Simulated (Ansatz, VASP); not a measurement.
**Si5Ge2: VASP beside Ansatz**

```
Si Ge
1.0
     3.70793    0.00000    0.00000
     0.00000    3.70793    0.00000
     0.00000    0.00000    8.95153
Si Ge
5 2
Direct
  0.50000 0.00000 0.70649
  0.00000 0.50000 0.70649
  0.50000 0.00000 0.98058
  0.00000 0.50000 0.98058
  0.00000 0.00000 0.17382
  0.50000 0.00000 0.41296
  0.00000 0.50000 0.41296
```

Alike in both runs: functional PBE; k mesh 8 × 8 × 4; occupations gaussian, width 0.1 eV; no spin polarisation.

Ansatz relaxed the structure, and its values are those at the end. VASP's run is a single point on that final structure, the one shown.

|  | VASP | Ansatz |
| --- | --- | --- |
| version | VASP 6.6.1 | Ansatz 0.2.0 |
| potentials or method | VASP PAW PBE potentials, release 64 (Si, Ge_d) | scalar-relativistic, plane waves, PAW |
| plane-wave cutoff (eV) | 520 | 420 |
| valence electrons in the cell | 48 | 48 |

```tsv
	VASP	Ansatz	Ansatz less VASP
gap on the k mesh at the Fermi level (eV)	none	none	-
pressure (GPa)	-0.1	0.0	+0.03
rms of the force components (eV/Å)	0.004	0.003	-0.0012
```

A gap of «none» marks a metal or a gap that the smearing closes. With one functional, cell and mesh, what is left measures potentials, basis and numerics.
